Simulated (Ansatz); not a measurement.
# TiSi2 (Cmcm) in Ansatz: single point with PBEsol

Aim: the single point of TiSi2 with PBEsol.

Everything below comes from runs of Ansatz 0.2.0. Logs are shortened: lines on timing, memory, paths and dates and some standing lists are left out, and cuts for length are marked.

### 1 The structure

Symmetry: Cmcm, No. 63, orthorhombic system. The conventional cell has a = 3.530 Å, b = 13.519 Å, c = 3.565 Å, α = 90.00°, β = 90.00°, γ = 90.00°. Ti (site symmetry m2m) has 10 Si at 2.58 to 2.81 Å as nearest neighbours. Si (site symmetry m2m) is surrounded by 4 Si at 2.51 Å and 4 Ti at 2.66 to 2.67 Å. Si (site symmetry m2m) is surrounded by 2 Si at 2.38 Å and 4 Ti at 2.58 Å.

The cell comes from a database or a generator and needn't be the stable form of this composition.

### 2 Single point, PBEsol

Contents of input.yaml:

```yaml
crystal:
  lattice:
    - [1.765105025, -6.759281535, 0.0]
    - [1.765105025, 6.759281535, 0.0]
    - [0.0, 0.0, 3.56517397]
  atoms:
    - { symbol: Ti, position: [0.10311808, 0.89688192, 0.25] }
    - { symbol: Ti, position: [0.89688192, 0.10311808, 0.75] }
    - { symbol: Si, position: [0.75031482, 0.24968518, 0.25] }
    - { symbol: Si, position: [0.24968518, 0.75031482, 0.75] }
    - { symbol: Si, position: [0.44174855, 0.55825145, 0.25] }
    - { symbol: Si, position: [0.55825145, 0.44174855, 0.75] }
kpoints:
  mp_grid: { grid: [5, 5, 5] }
scf:
  occupations: { method: fermi_dirac, width: 0.03 }
hamiltonian:
  xc: pbesol
  pseudopotentials: { kind: all_electron, lapw: { basis_error: 0.002 } }
output:
  forces: true
  stress: true
  eigenvalues: true
```

Potentials or basis: all-electron LAPW, scalar-relativistic.

On the command line:

```bash
> ansatz run input.yaml --threads 4 --pin off --max-ram 12288MiB --backend cpu --events-out ev --progress --plain --runs-dir out
```

Log:

```text
Warning: RAYON_NUM_THREADS=4 ignored (pool sized by the plan → 4); use --threads N
LAPW: plane waves up to 7.456 Å⁻¹, error target 2.0e-3 eV per atom; small_component_spin mean_spin; Si in spheres of 1.149 Å, 12 of its electrons in bands, Dirac shells []; Ti in spheres of 1.432 Å, 12 of its electrons in bands, Dirac shells [] (how accurate: hamiltonian.pseudopotentials.lapw.basis_error, Limitations)
Engine: ansatz 0.2.0, x86_64-unknown-linux-gnu
Pseudopotentials: kind: all_electron
Pseudopotential: Ti, LAPW, valence charge 12, lapw/all_electron/scalar/gaussian/Ti, Koelling and Harmon's equation, gaussian nucleus
Pseudopotential: Si, LAPW, valence charge 12, lapw/all_electron/scalar/gaussian/Si, Koelling and Harmon's equation, gaussian nucleus
Functional definition: PBEsol
  exchange = pbesol_x
  correlation = pbesol_c
Crystal: 6 atoms, lattice volume = 85.071 Å³
Basis set: ecut = 211.7970361095826 eV, 597 PW (Γ), FFT grids on a1+a2, a2, a3, exchange–correlation at level 2
Bands: 44, of which v1, the nominal top of the filled ones, is band 36 counted from 1 (35 counted from 0)
Symmetry: 8 space group operations
Space group: Cmcm (ITA 63), of the structure as read, at distance tolerance 4.4e-5 Å
k-points: 27 of 125
Non-local potential: Ti, projectors of the file, none
Non-local potential: Si, projectors of the file, none
Initial density: superposition of atomic densities (chi_scale 0.1, normalization cell, long waves kept (reshape's long-wave potential 0.06 eV rms))
Initial wavefunctions: plane waves of lowest kinetic energy (no species holds an atomic orbital)
Functional: x = pbesol(κ = 0.804, μ = 0.12345679012345678), c = pbesol(β = 0.046)
iter 1 solved again at ethr=9.11e-4 eV; its pass at ethr=1.00e-1 eV (dr2=6.56e-1 eV) is discarded
SCF iter   1: F=—  HF=-77931.393392 eV  |F-HF|=—  |Δ(HF+E_count)|=         —  Δρ=2.40e-2  dr2=6.57e-1  ethr=9.11e-4  ⟨swp⟩=2.2  Hψ=8147  notcnv=0
preconditioner: auto → Kerker (q_TF=auto, 2.653 Å⁻¹)  [metal: Δε(μ)=0.049 eV  Ē_g=6.947 eV  σ=0.030 eV  W_gap=0.34  n_scr=30 (ndim 8)  ℏωp=19.7 eV  f_vac=0.000  D(μ)=1.53/eV (n_scr^D=4)]
SCF iter   2: F=—  HF=-77931.208173 eV  |F-HF|=—  |Δ(HF+E_count)|=   1.85e-1  Δρ=1.94e-2  dr2=7.99e-1  ethr=9.11e-4  ⟨swp⟩=3.0  Hψ=3626  notcnv=0
SCF iter   3: F=—  HF=-77931.091584 eV  |F-HF|=—  |Δ(HF+E_count)|=   1.17e-1  Δρ=1.12e-2  dr2=1.39e-1  ethr=9.11e-4  ⟨swp⟩=2.9  Hψ=3591  notcnv=0
SCF iter   4: F=—  HF=-77931.014356 eV  |F-HF|=—  |Δ(HF+E_count)|=   7.72e-2  Δρ=4.17e-3  dr2=3.09e-2  ethr=1.93e-4  ⟨swp⟩=2.6  Hψ=3556  notcnv=0
iter 5 solved again at ethr=1.48e-6 eV; its pass at ethr=4.30e-5 eV (dr2=1.07e-3 eV) is discarded
SCF iter   5: F=—  HF=-77931.006254 eV  |F-HF|=—  |Δ(HF+E_count)|=         —  Δρ=7.91e-4  dr2=1.06e-3  ethr=1.48e-6  ⟨swp⟩=2.0  Hψ=5964  notcnv=0
the basis was enlarged: its passes take 411.9 KiB over the memory plan, 4 of 4 planned eigensolver slots
SCF iter   6: F=—  HF=-77931.006006 eV  |F-HF|=—  |Δ(HF+E_count)|=   2.47e-4  Δρ=3.37e-4  dr2=1.62e-4  ethr=1.48e-6  ⟨swp⟩=2.0  Hψ=3328  notcnv=0
SCF iter   7: F=—  HF=-77931.005984 eV  |F-HF|=—  |Δ(HF+E_count)|=   2.22e-5  Δρ=7.41e-5  dr2=4.83e-6  ethr=2.26e-7  ⟨swp⟩=2.1  Hψ=3331  notcnv=0
SCF iter   8: F=—  HF=-77931.005983 eV  |F-HF|=—  |Δ(HF+E_count)|=   1.37e-6  Δρ=2.31e-5  dr2=6.14e-7  ethr=6.71e-9  ⟨swp⟩=2.2  Hψ=3334  notcnv=0
SCF iter   9: F=-77931.005982 eV  HF=-77931.005982 eV  |F-HF|=9.77e-8  |Δ(HF+E_count)|=   5.28e-7  Δρ=8.35e-6  dr2=7.20e-8  ethr=8.53e-10  ⟨swp⟩=3.0  Hψ=3403  notcnv=0
SCF 1 converged in 9 iterations: F = -77931.005982 eV  dr2 = 7.20e-8
SCF converged after 9 iterations
Free energy (F): -77931.005982 eV
Harris-Foulkes:  -77931.005982 eV  (|F-HF|=9.77e-8)
Internal energy: -77931.001921 eV  (E = F + TS)
E sigma→0 (E₀):  -77931.003952 eV
Entropy (-TS):   -0.004061 eV (-0.677 meV/atom)
Fermi energy:    14.235493 eV
--- Per-component energies (eV) ---
  E_band       = -2954.661327
  E_kinetic    = 78449.516002
  E_xc         = -4464.886480
  E_electrostatic = -151915.631444  (all electrons and nuclei)
  E_smearing   = -0.004061  (= −TS)
  E_closure    = 0.000000  (closes the sum)
  E_atoms      = -77889.553484  (free atoms, spherical and without spin; not in F)
  Σ components = -77931.005982   (vs F -77931.005982, Δ=0.00e0)
  Basis errors (estimates in eV, not in F): energy 5.9e-4 per atom: plane waves 5.1e-4 (2.7e-4 summed), levels above the bands 7.2e-48, relativity 2.2e-8, radial functions 7.5e-5, core shells 3.3e-8; eigenvalues (radial functions only) 1.9e-6; not estimated: angular momenta, meshes, grids; target (lapw.basis_error) 2.0e-3; muffin-tin radii Si 1.149 Å, Ti 1.432 Å
--- Forces (eV/Å), atoms counted from 1 ---
  atom   1  Ti     0.00000000     0.01230147     0.00000000
  atom   2  Ti     0.00000000    -0.01230147     0.00000000
  atom   3  Si     0.00000000    -0.00625266     0.00000000
  atom   4  Si     0.00000000     0.00625266     0.00000000
  atom   5  Si     0.00000000     0.21028808     0.00000000
  atom   6  Si     0.00000000    -0.21028808     0.00000000
  max |Σ_I F_I| component: 0.00e0 eV/Å
--- Stress (GPa, compression-positive) ---
       -1.856975       0.000000       0.000000
        0.000000      -2.988124       0.000000
        0.000000       0.000000      -1.520883
  P = ⅓ Tr σ = -2.1220 GPa (-21.220 kbar)
--- Band table (eV; the first three rows and the last of 27) ---
  k-point 0: bands = ["-119.8318", "-119.8288", "-119.7186", "-119.7152", "-76.1268", "-76.1257", "-76.1141", "-76.1133", "-76.0935", "-76.0913", "-76.0358", "-76.0253", "-75.9879", "-75.9738", "-75.9693", "-75.9670", "-42.3486", "-42.3389", "-18.8167", "-18.7711", "-18.7660", "-18.7579", "-18.7391", "-18.7265", "1.1284", "3.3456", "5.6670", "10.7969", "11.1226", "11.3039", "11.6222", "11.6547", "12.0321", "12.1201", "12.1388", "14.6833", "14.9256", "15.0385", "15.0964", "15.5649", "15.5769", "16.3189", "16.8292", "17.1378"]
  k-point 1: bands = ["-119.8315", "-119.8291", "-119.7182", "-119.7155", "-76.1256", "-76.1245", "-76.1153", "-76.1145", "-76.0933", "-76.0915", "-76.0351", "-76.0267", "-75.9862", "-75.9748", "-75.9691", "-75.9673", "-42.3463", "-42.3385", "-18.8122", "-18.7913", "-18.7678", "-18.7577", "-18.7571", "-18.7272", "1.6009", "3.7444", "6.0587", "8.2270", "9.3700", "11.3721", "11.5472", "12.0733", "12.1966", "12.3063", "13.3020", "14.0029", "14.4920", "14.6354", "15.7393", "15.7864", "16.3480", "16.4552", "16.4799", "17.5107"]
  k-point 2: bands = ["-119.8308", "-119.8298", "-119.7174", "-119.7163", "-76.1225", "-76.1215", "-76.1185", "-76.1176", "-76.0927", "-76.0921", "-76.0330", "-76.0299", "-75.9821", "-75.9779", "-75.9685", "-75.9678", "-42.3418", "-42.3388", "-18.8263", "-18.8251", "-18.7612", "-18.7612", "-18.7571", "-18.7402", "2.9725", "4.9244", "5.0854", "6.7919", "7.8548", "9.7025", "11.8912", "11.9462", "12.5042", "12.5426", "13.8041", "14.4313", "14.6809", "14.8988", "15.8050", "15.8909", "15.8941", "15.8964", "16.8802", "17.2674"]
  k-point 26: bands = ["-119.8308", "-119.8298", "-119.7174", "-119.7163", "-76.1225", "-76.1214", "-76.1185", "-76.1176", "-76.0927", "-76.0921", "-76.0330", "-76.0299", "-75.9821", "-75.9779", "-75.9685", "-75.9678", "-42.3418", "-42.3389", "-18.8283", "-18.8269", "-18.7614", "-18.7576", "-18.7570", "-18.7398", "3.3362", "4.0864", "5.4535", "6.1143", "9.3763", "10.6982", "10.9953", "11.9109", "12.0225", "12.3233", "12.8427", "14.0532", "14.1913", "15.3218", "15.5124", "15.7157", "16.2041", "16.5093", "17.1670", "17.3341"]
```

It took 28 s on 4 threads of Intel Xeon at 2.50GHz (Skylake/Cascade Lake), shared host; peak memory 0.45 GiB.

What came out:

```
Free energy            : -77931.0060 eV
Pressure               : -2.1 GPa
Largest force          : 0.210 eV/Å
Band gap on the k mesh : none (metal or under the smearing width)
```

Forces in eV/Å, atoms in the order of the input:
```
Ti   0.000  0.012  0.000
Ti   0.000 -0.012  0.000
Si   0.000 -0.006  0.000
Si   0.000  0.006  0.000
Si   0.000  0.210  0.000
Si   0.000 -0.210  0.000
```

Levels at points of the mesh, in eV from the Fermi level:
```tsv
k point	band 32	band 33	band 34	band 35	band 36	band 37	band 38	band 39	band 40	band 41
(0.00, 0.00, 0.00)	-2.58	-2.20	-2.12	-2.10	0.45	0.69	0.80	0.86	1.33	1.34
```

Caveat: the k mesh is coarse (spacing up to 0.37 Å⁻¹), so the values aren't converged; the k mesh is thin for a metal, which can move the energy by tens of meV per atom.

### 3 The reference run

An earlier run on the cell as given: functional PBEsol; potentials or basis all-electron LAPW, scalar-relativistic; cutoff 231 eV (chosen from the basis error); basis error allowed 0.001 eV/atom; k mesh 8 × 8 × 8; occupations fermi-dirac, width 0.05 eV; no spin polarisation.

- Pressure: -2.2 GPa
- Largest force: 0.201 eV/Å
- Band gap on the k mesh: none (metal or under the smearing width)
